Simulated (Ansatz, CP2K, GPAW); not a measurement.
TiC: programs and potentials compared

```
Ti C
1.0
     3.06279    0.00000    0.00000
     1.53139    2.65245    0.00000
     1.53139    0.88415    2.50076
Ti C
1 1
Direct
  0.00000 0.00000 0.00000
  0.50000 0.50000 0.50000
```

The cell is a database's computed one, not the measured one.

Alike in all runs: task equation of state; functional LDA; k mesh 11 × 11 × 11; occupations fermi-dirac, width 0.05 eV; no spin polarisation; no spin-orbit coupling. LDA stands for any of its common fits.

| program and potentials | plane-wave cutoff (eV) | notes | equilibrium volume (Å³/atom) | bulk modulus (GPa) |
| --- | --- | --- | --- | --- |
| Ansatz, Ansatz PAW | 420 | potentials made for PBE, which Ansatz adapts in part | ? | ? |
| GPAW, the program's PAW data sets (release 1.2.1) made for this functional | 800 | - | 9.72 | 282.7 |
| CP2K, GTH_POTENTIALS Ti GTH-PADE-q12, C GTH-PADE-q4; TZVP-MOLOPT-PBE-GTH basis | - | atomic basis | 9.68 | 285.8 |

**Question.** Estimate from the other rows what the run with Ansatz, Ansatz PAW gave.

**Answer.** Equilibrium volume 9.67 Å³/atom; bulk modulus 282.8 GPa. The other rows, which needn't bracket it: equilibrium volume 9.68 to 9.72; bulk modulus 282.7 to 285.8.
